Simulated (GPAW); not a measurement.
Crystal: Ag.

```xyz
1
Lattice="-1.6557 1.6557 1.6557 1.6557 -1.6557 1.6557 1.6557 1.6557 -1.6557" Properties=species:S:1:pos:R:3 pbc="T T T"
Ag    0.0000    0.0000    0.0000
```

This isn't the form of Ag at room conditions, which is fcc.

```yaml
Program: GPAW 26.7.0
Task: relaxation of cell and atoms
Functional: PBEsol
Dispersion: D3(BJ)
Potentials_or_basis: PAW data sets generated in the run's folder for this functional
Cutoff: 600 eV
Basis: pw
k_mesh: 11 × 11 × 11
Occupations: fermi-dirac, width 0.05 eV
Spin: no spin polarisation
```

At the start: pressure -11.9 GPa; volume 18.15 Å³/atom.

Q: How do energy, volume and symmetry change on relaxing?

A: Over 5 steps the energy falls by 89.2 meV/atom and the volume is 16.05 Å³/atom (-11.6 %); space group Im-3m (No. 229, to 0.05 Å).

The path:
```tsv
step	energy change (eV)	largest force (eV/Å)	pressure (GPa)	volume (Å³)
1	0.0000	0.0000	-11.92	18.15
2	-0.0626	0.0000	-7.41	17.13
3	-0.0872	0.0000	2.37	15.78
4	-0.0891	0.0000	-0.27	16.08
5	-0.0892	0.0000	-0.01	16.05
```

Final structure:
```
Ag
1.0
    -1.58898    1.58898    1.58898
     1.58898   -1.58898    1.58898
     1.58898    1.58898   -1.58898
Ag
1
Direct
  0.00000 0.00000 0.00000
```

Caveat: later steps reuse the first step's grids; pairwise dispersion overbinds metals, which lowers pressure and volume.
